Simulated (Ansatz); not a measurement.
SrF$_{2}$ (fluorite), relaxed with PBEsol (Ansatz, a quantum-chemistry and plane-wave program, plane waves, PAW): a = b = c = 5.7582 Å, α = β = γ = 90.00°.

| Item | Result |
|---|---|
| gap (eV) | 6.90 |
| B₀ by P(V) fit (GPa) | 72.9 |

**Question.** The same phase is relaxed and computed with HSE06 in the same code. What are the cell and these values now?

**Answer.** a = b = c = 5.8106 Å, α = β = γ = 90.00°.

- gap (eV): 8.96
- B₀ by P(V) fit (GPa): 69.5

All cells were relaxed under the symmetry of their starts (and spin orders); stability against distortions was not tested throughout. Spin–orbit coupling is left out wherever it is not named.

Potentials: the later of the program's two PAW sets.

Ansatz is a plane-wave DFT program.
